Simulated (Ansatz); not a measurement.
The system is CuAu.

```
Au Cu
1.0
     1.44306    0.83315    4.25617
    -1.44306    0.83315    4.25617
     0.00000   -1.66630    4.25617
Au Cu
1 1
Direct
  0.00000 0.00000 0.00000
  0.50000 0.50000 0.50000
```

The cell comes from a database or a generator and needn't be the stable form of this composition.

* Program: Ansatz 0.2.0
* Task: relaxation of cell and atoms
* Functional: B3LYP
* Potentials or basis: Ansatz PAW
* Cutoff: 420 eV (not typed: the program's choice for these potentials)
* k mesh: 6 × 6 × 6
* Occupations: fermi-dirac, width 0.05 eV
* Spin: no spin polarisation

At the start: volume 15.35 Å³/atom.

**Question.** How do energy, volume and symmetry change on relaxing?

**Answer.** It ends after 6 steps and the volume is 16.16 Å³/atom (+5.3 %); space group R-3m (No. 166, to 0.05 Å).

The path:
```
step  energy change (eV)  largest force (eV/Å)  volume (Å³)
   1              0.0000                0.0000        30.70
   2             -0.0417                0.0000        33.04
   3             -0.0502                0.0000        32.62
   4             -0.0546                0.0000        32.26
   5             -0.0546                0.0000        32.32
   6             -0.0558                0.0000        32.32
```

Final structure:
```
CELL_PARAMETERS angstrom
1.50408 0.86838 4.12457
-1.50408 0.86838 4.12457
0.00000 -1.73676 4.12457
ATOMIC_POSITIONS crystal
Au 0.00000 0.00000 0.00000
Cu 0.50000 0.50000 0.50000
```

Caveat: the k mesh is coarse (spacing up to 0.43 Å⁻¹), so the values aren't converged, least of all with exact exchange; the plane-wave basis is chosen anew once the cell has moved, so the energies of steps on either side of that aren't comparable; the PAW data sets come from PBE, with cores solved anew for the run's functional, which leaves a small shift of forces and pressure.
